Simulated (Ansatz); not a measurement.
# WSe2: the cost of one run

Program: Ansatz 0.2.0. Level of theory: DFT PBE+D3(BJ), scalar-relativistic, plane waves, PAW. These are calculated values, not measurements.

3 further runs of the same task are left out: 3 set aside as unsound or not needed. Runs told in other sessions of the task aren't counted.

## 1. The system as given

The structure is hexagonal, space group P-6m2 (No. 187). The conventional cell has a = 3.279 Å, b = 3.279 Å, c = 7.006 Å, α = 90.00°, β = 90.00°, γ = 120.00°. Around W (site symmetry -6m2) lie 6 Se at 2.53 Å. Around Se (site symmetry 3m) lie 3 W at 2.53 Å.

As a file:

```cif
data_structure
_symmetry_space_group_name_H-M 'P 1'
_symmetry_Int_Tables_number 1
_cell_length_a 3.2790
_cell_length_b 3.2790
_cell_length_c 7.0056
_cell_angle_alpha 90.000
_cell_angle_beta 90.000
_cell_angle_gamma 120.000
_cell_volume 65.23
loop_
_atom_site_label
_atom_site_type_symbol
_atom_site_fract_x
_atom_site_fract_y
_atom_site_fract_z
_atom_site_occupancy
W1 W 0.00000 0.00000 0.00000 1
Se1 Se 0.33333 0.66667 0.24055 1
Se2 Se 0.33333 0.66667 0.75945 1
```

It goes back to an entry of the Materials Project, which need not be the stable form.

This cell was relaxed beforehand with the same method: volume 21.74 Å³/atom, gap on the mesh 1.34 eV.

## 2. The scan

Gamma surface: rigid slide across a plane, one fault a cell; the plane is (0 0 1) of the conventional cell, and the faces at the cut hold Se and Se.

The axes are (1) slide along a1: 12 values from 0.000 to 0.917, periodic; (2) slide along a2: 12 values from 0.000 to 0.917, periodic.

Nothing else is relaxed (rigid halves, spacing across the cut fixed). Energies count from the perfect crystal. Points are written as (first, second).

The two vectors of the plane (Å): (-3.279, 0.000, 0.000); (-1.639, -2.840, 0.000).

## 3. The run at (1/12, 1/12) of the map's two axes

File input.yaml:

```yaml
crystal:
  lattice:
    - [-3.2789854852, 0.0, 0.0]
    - [-1.6394927426, -2.8396847288, 0.0]
    - [-0.4098731856, -0.2366403941, 14.0112373504]
  atoms:
    - { symbol: W, position: [-0.0625, -0.0625, 0.75] }
    - { symbol: W, position: [-0.0208333333, -0.0208333333, 0.25] }
    - { symbol: Se, position: [0.2608102978, 0.2608102978, 0.8702764262] }
    - { symbol: Se, position: [0.3024769645, 0.3024769645, 0.3702764262] }
    - { symbol: Se, position: [0.3225230355, 0.3225230355, 0.1297235738] }
    - { symbol: Se, position: [0.2808563688, 0.2808563688, 0.6297235738] }
basis:
  ecutwfc: 420
kpoints:
  mp_grid: { grid: [9, 9, 2] }
hamiltonian:
  xc: pbe
  pseudopotentials: { kind: paw, azcp: { folder: soft_1 } }
  dispersion: d3bj
scf:
  occupations: { method: gaussian, width: 0.05 }
output:
  forces: true
  stress: true
  eigenvalues: true
```

Run with:

```
$ ansatz run input.yaml --threads 2 --pin off --max-ram 4096MiB --backend cpu --events-out ev --progress --plain --runs-dir out
```

What time and memory should one allow on 2 threads of Arm Neoverse N1, shared host?

About 33 s, with a peak of 0.53 GiB.
